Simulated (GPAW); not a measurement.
# Au (Cmcm) in GPAW: further runs, part 2 of 2

GPAW 26.7.0.

### Step 5. Relaxation of cell and atoms, PBEsol+D3(BJ)+ATM

Input file run.py:

```python
from ase import Atoms
from ase.calculators.mixing import SumCalculator
from ase.filters import FrechetCellFilter
from ase.io import write
from ase.optimize import BFGS
from dftd3.ase import DFTD3
from gpaw import GPAW, PW, setup_paths

setup_paths.insert(0, '.')

atoms = Atoms(['Au', 'Au'],
              cell=[[1.411309965, -2.555933025, 0.0],
                    [1.411309965, 2.555933025, 0.0],
                    [0.0, 0.0, 4.89316961]],
              scaled_positions=[[0.33467203, 0.66532797, 0.25],
                                [0.66532797, 0.33467203, 0.75]],
              pbc=True)

calc = GPAW(mode=PW(600),
            xc='PBEsol',
            kpts={'size': (8, 8, 4), 'gamma': True},
            occupations={'name': 'fermi-dirac', 'width': 0.05},
            nbands=23,
            convergence={'density': 1e-05, 'forces': 0.0001},
            maxiter=150,
            txt='gpaw.txt')
atoms.calc = SumCalculator([calc, DFTD3(damping='d3bj', params_tweaks=dict(method='pbesol', atm=True))])
opt = BFGS(FrechetCellFilter(atoms), trajectory='relax.traj', logfile='-')
done = opt.run(fmax=0.02, steps=60)
calc.write('gs.gpw')
write('result.traj', atoms)
print('Converged:', done)
print('Cell:', atoms.cell.cellpar().round(4))
print('Volume:', round(atoms.get_volume(), 4))
print(atoms.get_scaled_positions().round(5))
```

Command:

```bash
$ gpaw-setup -f PBEsol Au
$ OMP_NUM_THREADS=1 python run.py
```

It took 4.1 min on 1 thread of Intel Xeon 6975P-C (Granite Rapids), shared host; peak memory 0.38 GiB.

It converged, with:

```
Free energy                            : -8.7209 eV
Relaxed volume                         : 16.93 Å³/atom
Relaxed cell                           : a = 2.941 Å, b = 2.941 Å, c = 4.708 Å, α = 90.00°, β = 90.00°, γ = 123.71°
Space group after relaxing (to 0.05 Å) : Cmcm (No. 63)
Energy gained by relaxing              : 22.2 meV/atom
Ionic steps                            : 13
Pressure after relaxing                : 0.0 GPa
Band gap on the k mesh                 : none (metal or under the smearing width)
Dispersion energy per atom             : -0.550 eV
```

Stress tensor (GPa, compression positive):
```
 0.13  0.00  0.00
 0.00 -0.11  0.00
 0.00  0.00 -0.10
```

The path:
```csv
step,energy change (eV),largest force (eV/Å),pressure (GPa),volume (Å³)
1,0.0000,0.0012,-6.59,35.30
2,-0.0192,0.0024,-4.18,34.76
3,-0.0322,0.0167,0.64,33.81
4,-0.0334,0.0176,0.38,33.86
5,-0.0402,0.0670,-1.02,34.07
6,-0.0408,0.0619,-0.35,33.95
7,-0.0411,0.0643,0.06,33.87
8,-0.0415,0.0661,0.41,33.81
9,-0.0424,0.0597,0.90,33.72
10,-0.0433,0.0367,1.05,33.68
11,-0.0441,0.0099,0.62,33.76
12,-0.0444,0.0020,0.05,33.85
13,-0.0444,0.0019,-0.03,33.87
```

Final structure:
```cif
data_structure
_symmetry_space_group_name_H-M 'P 1'
_symmetry_Int_Tables_number 1
_cell_length_a 2.9408
_cell_length_b 2.9408
_cell_length_c 4.7077
_cell_angle_alpha 90.000
_cell_angle_beta 90.000
_cell_angle_gamma 123.711
_cell_volume 33.87
loop_
_atom_site_label
_atom_site_type_symbol
_atom_site_fract_x
_atom_site_fract_y
_atom_site_fract_z
_atom_site_occupancy
Au1 Au 0.34264 0.65736 0.25000 1
Au2 Au 0.65736 0.34264 0.75000 1
```

Levels at points of the mesh, in eV from the Fermi level:
```csv
k point,band 8,band 9,band 10,band 11,band 12,band 13,band 14,band 15
"(0.00, 0.00, 0.00)",-3.85,-3.46,-2.27,-2.11,-1.09,3.07,14.67,17.37
"(0.00, 0.00, 0.50)",-4.28,-2.87,-2.87,-2.50,-2.50,11.40,11.40,15.57
"(0.50, 0.00, 0.00)",-1.97,-1.95,-1.82,0.38,1.83,6.19,7.51,8.06
"(0.50, 0.00, 0.50)",-2.58,-1.81,-1.81,0.66,0.66,4.26,4.26,13.05
"(0.50, 0.50, 0.00)",-2.12,-1.85,-1.82,0.07,0.84,5.79,6.97,7.51
"(0.50, 0.50, 0.50)",-2.30,-1.94,-1.94,-0.22,-0.22,3.46,3.46,13.43
```

Caveat: with this Au data set, volumes or pressures lay over 1.5 % or 2 GPa off other programs in two to four cells of ten; later steps reuse the first step's grids; pairwise dispersion overbinds metals, which lowers pressure and volume.

### Step 6. Relaxation of cell and atoms, PBEsol+D4

run.py: that of step 5 with these lines changed.

```diff
@@ -5,3 +5,3 @@
 from ase.optimize import BFGS
-from dftd3.ase import DFTD3
+from dftd4.ase import DFTD4
 from gpaw import GPAW, PW, setup_paths
@@ -26,3 +26,3 @@
             txt='gpaw.txt')
-atoms.calc = SumCalculator([calc, DFTD3(damping='d3bj', params_tweaks=dict(method='pbesol', atm=True))])
+atoms.calc = SumCalculator([calc, DFTD4(method='pbesol')])
 opt = BFGS(FrechetCellFilter(atoms), trajectory='relax.traj', logfile='-')
```

Potentials or basis: PAW data sets generated in the run's folder for this functional, pw.

Command:

```bash
$ gpaw-setup -f PBEsol Au
$ OMP_NUM_THREADS=1 python run.py
```

Wall time 4 min (1 thread of Intel Xeon 6975P-C (Granite Rapids), shared host); peak memory 0.35 GiB.

Results (log left out):

| Property | Result |
| --- | --- |
| Free energy | -8.4197 eV |
| Relaxed volume | 17.03 Å³/atom |
| Relaxed cell | a = 2.946 Å, b = 2.946 Å, c = 4.717 Å, α = 90.00°, β = 90.00°, γ = 123.74° |
| Space group after relaxing (to 0.05 Å) | Cmcm (No. 63) |
| Energy gained by relaxing | 17.9 meV/atom |
| Ionic steps | 12 |
| Pressure after relaxing | 0.0 GPa |
| Band gap on the k mesh | none (metal or under the smearing width) |
| Dispersion energy per atom | -0.397 eV |

Stress tensor (GPa, compression positive):
```
 0.11  0.00  0.00
 0.00 -0.04  0.00
 0.00  0.00 -0.05
```

Step by step:
| step | energy change (eV) | largest force (eV/Å) | pressure (GPa) | volume (Å³) |
| --- | --- | --- | --- | --- |
| 1 | 0.0000 | 0.0019 | -5.60 | 35.30 |
| 2 | -0.0141 | 0.0012 | -3.55 | 34.84 |
| 3 | -0.0244 | 0.0131 | 0.59 | 34.01 |
| 4 | -0.0255 | 0.0143 | 0.43 | 34.04 |
| 5 | -0.0304 | 0.0975 | -0.36 | 34.17 |
| 6 | -0.0327 | 0.0554 | -0.13 | 34.11 |
| 7 | -0.0328 | 0.0582 | -0.05 | 34.09 |
| 8 | -0.0337 | 0.0640 | 0.36 | 34.01 |
| 9 | -0.0344 | 0.0537 | 0.58 | 33.96 |
| 10 | -0.0353 | 0.0233 | 0.56 | 33.96 |
| 11 | -0.0358 | 0.0032 | 0.20 | 34.02 |
| 12 | -0.0358 | 0.0012 | 0.00 | 34.05 |

Final structure:
```
CELL_PARAMETERS angstrom
1.38909 -2.59835 0.00000
1.38909 2.59835 0.00000
0.00000 0.00000 4.71695
ATOMIC_POSITIONS crystal
Au 0.34254 0.65746 0.25000
Au 0.65746 0.34254 0.75000
```

Levels at points of the mesh, in eV from the Fermi level:
| k point | band 7 | band 8 | band 9 | band 10 | band 11 | band 12 | band 13 | band 14 | band 15 | band 16 |
| --- | --- | --- | --- | --- | --- | --- | --- | --- | --- | --- |
| (0.00, 0.00, 0.00) | -4.00 | -3.83 | -3.44 | -2.27 | -2.11 | -1.06 | 3.03 | 14.65 | 17.35 | 17.94 |
| (0.00, 0.00, 0.50) | -4.25 | -4.25 | -2.86 | -2.86 | -2.50 | -2.50 | 11.35 | 11.35 | 15.55 | 15.55 |
| (0.50, 0.00, 0.00) | -3.65 | -1.97 | -1.95 | -1.82 | 0.38 | 1.81 | 6.17 | 7.49 | 8.01 | 9.64 |
| (0.50, 0.00, 0.50) | -2.56 | -2.56 | -1.81 | -1.81 | 0.67 | 0.67 | 4.23 | 4.23 | 13.01 | 13.01 |
| (0.50, 0.50, 0.00) | -4.21 | -2.12 | -1.85 | -1.82 | 0.06 | 0.83 | 5.76 | 6.93 | 7.47 | 10.94 |
| (0.50, 0.50, 0.50) | -2.29 | -2.29 | -1.94 | -1.94 | -0.21 | -0.21 | 3.42 | 3.42 | 13.39 | 13.39 |

Caveat: with this Au data set, volumes or pressures lay over 1.5 % or 2 GPa off other programs in two to four cells of ten; later steps reuse the first step's grids; pairwise dispersion overbinds metals, which lowers pressure and volume. Spin-orbit coupling is left out, which matters for the levels of Au.

### Step 7. The reference run

An earlier run on the cell as given: functional PBEsol; potentials or basis PAW data sets generated in the run's folder for this functional; cutoff 600 eV; basis pw; k mesh 11 × 11 × 6; occupations fermi-dirac, width 0.05 eV; no spin polarisation.

* Pressure: -2.8 GPa
* Largest force: 0.027 eV/Å
* Band gap on the k mesh: none (metal or under the smearing width)

### Step 8. Overview

```csv
task,level,cell,k mesh,optimizer,fmax,max steps,convergence,gap on the mesh (eV),pressure (GPa),relaxed volume (Å³/atom)
relaxation of cell and atoms,PBEsol,relaxed,8 × 8 × 4,BFGS,0.02 eV/Å,60,density=1e-05 forces=0.0001,none,0.1,17.36
relaxation of cell and atoms,PBEsol+D3,relaxed,8 × 8 × 4,BFGS,0.02 eV/Å,60,density=1e-05 forces=0.0001,none,0.0,16.88
relaxation of cell and atoms,PBEsol+D3(BJ),relaxed,8 × 8 × 4,BFGS,0.02 eV/Å,60,density=1e-05 forces=0.0001,none,-0.1,16.79
relaxation of cell and atoms,PBEsol+D3(BJ)+ATM,relaxed,8 × 8 × 4,BFGS,0.02 eV/Å,60,density=1e-05 forces=0.0001,none,0.0,16.93
relaxation of cell and atoms,PBEsol+D4,relaxed,8 × 8 × 4,BFGS,0.02 eV/Å,60,density=1e-05 forces=0.0001,none,0.0,17.03
single point,PBEsol,as given,11 × 11 × 6,-,-,-,-,none,-2.8,-
```

Alike in all rows: potentials or basis PAW data sets generated in the run's folder for this functional, pw; no spin polarisation; cutoff (eV) 600; smearing fermi-dirac 0.05 eV.

Caveats: with this Au data set, volumes or pressures lay over 1.5 % or 2 GPa off other programs in two to four cells of ten; later steps reuse the first step's grids (some runs); pairwise dispersion overbinds metals, which lowers pressure and volume (some runs).

Absolute energies hang on the potentials; compare differences alone.
